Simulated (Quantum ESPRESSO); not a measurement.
Here is a Quantum ESPRESSO 7.5 calculation.

run.py

```python
import numpy as np
from ase.calculators.espresso import Espresso, EspressoProfile
import spglib
from ase import Atoms
from ase.io import read

atoms = read('Sn.cif')
cell, pos, num = spglib.standardize_cell((atoms.cell[:], atoms.get_scaled_positions(), atoms.numbers), to_primitive=True, symprec=1e-4)
atoms = Atoms(numbers=num, cell=cell, scaled_positions=pos, pbc=True)

input_data = {
    'control': {'calculation': 'scf', 'prefix': 'pwscf', 'outdir': './tmp', 'tprnfor': True, 'tstress': True, 'disk_io': 'nowf'},
    'system': {'ecutwfc': 72.0, 'nbnd': 21, 'input_dft': 'rpbe', 'occupations': 'smearing', 'smearing': 'fd', 'degauss': 0.00367493},
    'electrons': {'conv_thr': 4e-10, 'electron_maxstep': 120, 'mixing_beta': 0.5},
}
pseudopotentials = {'Sn': 'Sn.upf'}
profile = EspressoProfile(command='pw.x', pseudo_dir='pseudo')
dft = Espresso(profile=profile, input_data=input_data, pseudopotentials=pseudopotentials, kpts=(7, 7, 7), koffset=(0, 0, 0))
from ase.calculators.mixing import SumCalculator
from dftd4.ase import DFTD4
d4 = DFTD4(method='rpbe')
atoms.calc = SumCalculator([dft, d4])

from ase.eos import EquationOfState
from ase.units import GPa
cell, v, e = atoms.cell.copy(), [], []
for x in [0.94, 0.96, 0.98, 1.0, 1.02, 1.04, 1.06]:
    atoms.set_cell(cell * x ** (1 / 3), scale_atoms=True)
    v.append(atoms.get_volume() / len(atoms))
    e.append(atoms.get_potential_energy() / len(atoms))
    print(f'V {v[-1]:.6f} A^3/atom  E {e[-1]:.8f} eV/atom')
v0, e0, b0 = EquationOfState(v, e, eos='birchmurnaghan').fit()
print(f'V0 {v0:.5f} A^3/atom  E0 {e0:.6f} eV/atom  B0 {b0 / GPa:.2f} GPa')
```

The input Sn.cif:

```cif
data_Sn
_cell_length_a 6.46668560
_cell_length_b 6.46668560
_cell_length_c 6.46668560
_cell_angle_alpha 90.00000000
_cell_angle_beta 90.00000000
_cell_angle_gamma 90.00000000
_space_group_name_H-M_alt 'Fd-3m'
_space_group_name_Hall 'F 4d 2 3 -1d'
_space_group_IT_number 227
loop_
_space_group_symop_operation_xyz
'x,y,z'
'-y+1/4,x+1/4,z+1/4'
'-x,-y+1/2,z+1/2'
'y+3/4,-x+1/4,z+3/4'
'x,-y,-z'
'-y+1/4,-x+3/4,-z+3/4'
'-x,y+1/2,-z+1/2'
'y+3/4,x+3/4,-z+1/4'
'z,x,y'
'z+1/4,-y+1/4,x+1/4'
'z+1/2,-x,-y+1/2'
'z+3/4,y+3/4,-x+1/4'
'-z,x,-y'
'-z+3/4,-y+1/4,-x+3/4'
'-z+1/2,-x,y+1/2'
'-z+1/4,y+3/4,x+3/4'
'y,z,x'
'x+1/4,z+1/4,-y+1/4'
'-y+1/2,z+1/2,-x'
'-x+1/4,z+3/4,y+3/4'
'-y,-z,x'
'-x+3/4,-z+3/4,-y+1/4'
'y+1/2,-z+1/2,-x'
'x+3/4,-z+1/4,y+3/4'
'-x+1/4,-y+1/4,-z+1/4'
'y,-x,-z'
'x+1/4,y+3/4,-z+3/4'
'-y+1/2,x,-z+1/2'
'-x+1/4,y+1/4,z+1/4'
'y,x+1/2,z+1/2'
'x+1/4,-y+3/4,z+3/4'
'-y+1/2,-x+1/2,z'
'-z+1/4,-x+1/4,-y+1/4'
'-z,y,-x'
'-z+3/4,x+1/4,y+3/4'
'-z+1/2,-y+1/2,x'
'z+1/4,-x+1/4,y+1/4'
'z+1/2,y,x+1/2'
'z+3/4,x+1/4,-y+3/4'
'z,-y+1/2,-x+1/2'
'-y+1/4,-z+1/4,-x+1/4'
'-x,-z,y'
'y+3/4,-z+3/4,x+1/4'
'x,-z+1/2,-y+1/2'
'y+1/4,z+1/4,-x+1/4'
'x+1/2,z+1/2,y'
'-y+3/4,z+3/4,x+1/4'
'-x+1/2,z,-y+1/2'
'x,y+1/2,z+1/2'
[... 70 lines left out ...]
'x+1/4,-z+1/4,y+1/4'
'-x+3/4,-y+1/4,-z+3/4'
'y+1/2,-x,-z+1/2'
'x+3/4,y+3/4,-z+1/4'
'-y,x,-z'
'-x+3/4,y+1/4,z+3/4'
'y+1/2,x+1/2,z'
'x+3/4,-y+3/4,z+1/4'
'-y,-x+1/2,z+1/2'
'-z+3/4,-x+1/4,-y+3/4'
'-z+1/2,y,-x+1/2'
'-z+1/4,x+1/4,y+1/4'
'-z,-y+1/2,x+1/2'
'z+3/4,-x+1/4,y+3/4'
'z,y,x'
'z+1/4,x+1/4,-y+1/4'
'z+1/2,-y+1/2,-x'
'-y+3/4,-z+1/4,-x+3/4'
'-x+1/2,-z,y+1/2'
'y+1/4,-z+3/4,x+3/4'
'x+1/2,-z+1/2,-y'
'y+3/4,z+1/4,-x+3/4'
'x,z+1/2,y+1/2'
'-y+1/4,z+3/4,x+3/4'
'-x,z,-y'
'x+1/2,y+1/2,z'
'-y+3/4,x+3/4,z+1/4'
'-x+1/2,-y,z+1/2'
'y+1/4,-x+3/4,z+3/4'
'x+1/2,-y+1/2,-z'
'-y+3/4,-x+1/4,-z+3/4'
'-x+1/2,y,-z+1/2'
'y+1/4,x+1/4,-z+1/4'
'z+1/2,x+1/2,y'
'z+3/4,-y+3/4,x+1/4'
'z,-x+1/2,-y+1/2'
'z+1/4,y+1/4,-x+1/4'
'-z+1/2,x+1/2,-y'
'-z+1/4,-y+3/4,-x+3/4'
'-z,-x+1/2,y+1/2'
'-z+3/4,y+1/4,x+3/4'
'y+1/2,z+1/2,x'
'x+3/4,z+3/4,-y+1/4'
'-y,z,-x'
'-x+3/4,z+1/4,y+3/4'
'-y+1/2,-z+1/2,x'
'-x+1/4,-z+1/4,-y+1/4'
'y,-z,-x'
'x+1/4,-z+3/4,y+3/4'
'-x+3/4,-y+3/4,-z+1/4'
'y+1/2,-x+1/2,-z'
'x+3/4,y+1/4,-z+3/4'
'-y,x+1/2,-z+1/2'
'-x+3/4,y+3/4,z+1/4'
'y+1/2,x,z+1/2'
'x+3/4,-y+1/4,z+3/4'
'-y,-x,z'
'-z+3/4,-x+3/4,-y+1/4'
'-z+1/2,y+1/2,-x'
'-z+1/4,x+3/4,y+3/4'
'-z,-y,x'
'z+3/4,-x+3/4,y+1/4'
'z,y+1/2,x+1/2'
'z+1/4,x+3/4,-y+3/4'
'z+1/2,-y,-x+1/2'
'-y+3/4,-z+3/4,-x+1/4'
'-x+1/2,-z+1/2,y'
'y+1/4,-z+1/4,x+1/4'
'x+1/2,-z,-y+1/2'
'y+3/4,z+3/4,-x+1/4'
'x,z,y'
'-y+1/4,z+1/4,x+1/4'
'-x,z+1/2,-y+1/2'
loop_
_atom_site_label
_atom_site_type_symbol
_atom_site_symmetry_multiplicity
_atom_site_Wyckoff_symbol
_atom_site_fract_x
_atom_site_fract_y
_atom_site_fract_z
_atom_site_occupancy
Sn1 Sn 8 a 0.2500000000 0.2500000000 0.2500000000 1
```

Potentials or basis: PseudoDojo 0.4.1 SR PBE standard.

Run with:

```sh
$ OMP_NUM_THREADS=1 python run.py
```

(1) Estimate the pressure derivative of the bulk modulus.

(2) What does it give for the equilibrium volume?

(3) Estimate the bulk modulus.

Answers

(1) 5.0.

(2) 35.30 Å³/atom.

(3) 40 GPa.

Caveat: the potentials were made for another functional, which shifts forces and pressure.
